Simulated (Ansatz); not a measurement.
**TiTe in Ansatz: the effect of Hubbard term**

Crystal: TiTe.

```xyz
2
Lattice="0.0000 3.0501 3.0501 3.0501 0.0000 3.0501 3.0501 3.0501 0.0000" Properties=species:S:1:pos:R:3 pbc="T T T"
Ti    3.0501    3.0501    3.0501
Te    0.0000    0.0000    0.0000
```

The cell comes from a database or a generator and needn't be the stable form of this composition.

Alike in all runs:

| Quantity | Value |
| --- | --- |
| Program | Ansatz 0.2.0 |
| Task | band structure |
| Functional | r2SCAN |
| Potentials or basis | Ansatz PAW |
| Cutoff | 500 eV (not typed: the program's choice for these potentials) |
| k mesh | 8 × 8 × 8 |
| Occupations | fermi-dirac, width 0.05 eV |
| Spin | no spin polarisation |
| Path | [["G", "X", "W", "K", "G", "L", "U", "W", "L", "K"], ["U", "X"]] |
| Points for each segment of the path | 14 |
| Hubbard projectors | ortho-atomic (the default) |
| Double counting | fll (the default) |

| Hubbard term | pressure (GPa) |
| --- | --- |
| none | -11.4 |
| Ti d U = 1 eV | -10.6 |
| Ti d U = 2 eV | -9.7 |
| Ti d U = 3 eV | -8.9 |
| Ti d U = 4 eV | -8.1 |
| Ti d U = 5 eV | -7.2 |
| Ti d U = 6 eV | ? |
| Ti d U = 8 eV | -4.6 |

Problem. What does the run with Hubbard term Ti d U = 6 eV give?

Solution. Pressure -6.3 GPa.

Worked out: A straight line through the other rows of the pressure, of slope 0.849 GPa per eV, gives -6.3 GPa, against the run's -6.3.

Caveats: the PAW data sets come from PBE, with cores solved anew for the run's functional, which leaves a small shift of forces and pressure; U without spin polarisation on a metal has little footing (some runs); the U is typed as a test and isn't derived for this compound (some runs).
